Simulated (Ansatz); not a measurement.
A (100) slab of MgO (Fm-3m (No. 225)), 6 planes, outer planes MgO (top) and MgO (bottom), with 12 atoms (Mg6O6) in a surface cell of A = 8.838 Å², as cut from the bulk:

```xyz
12
Lattice="2.9728 0.0000 0.0000 0.0000 2.9728 0.0000 0.0000 0.0000 25.5105" Properties=species:S:1:pos:R:3 pbc="T T T"
Mg    1.4864    1.4864    7.5000
O     0.0000    0.0000    7.5000
Mg    0.0000    0.0000    9.6021
O     1.4864    1.4864    9.6021
Mg    1.4864    1.4864   11.7042
O     0.0000    0.0000   11.7042
Mg    0.0000    0.0000   13.8063
O     1.4864    1.4864   13.8063
Mg    1.4864    1.4864   15.9084
O     0.0000    0.0000   15.9084
Mg    0.0000    0.0000   18.0105
O     1.4864    1.4864   18.0105
```

Level of theory: DFT r2SCAN, scalar-relativistic, plane waves, PAW (Ansatz 0.2.0). Plane waves to 500 eV, a k mesh through Γ of 9×9×1 on the computed 12-atom cell and Gaussian smearing (0.05 eV); no spin polarisation. The cell repeats along c with a dipole correction in the vacuum.

Against the same 12 atoms in the bulk, the slab as cut lies 1.226 eV higher and the relaxed slab 1.207 eV higher.

Problem. Work out the surface energy before and after relaxation.

Solution. The slab has two faces, so γ = (E_slab − N·E_bulk)/(2A), the mean of both. As cut: 1.226/(2 × 8.838) = 0.0694 eV/Å², and 1 eV/Å² = 16.02 J/m², so γ = 1.11 J/m². Relaxed: 1.207/(2 × 8.838) = 0.0683 eV/Å² = 1.09 J/m². Relaxation recovers 1.5 % of the cost of cutting.

Problem. What is the ideal work of this cut, per area?

Solution. Griffith's ideal work is 2γ: 2.22 J/m² if the new faces stay rigid, 2.19 J/m² if they relax. One thickness was run, 6 planes, so γ can still shift with it.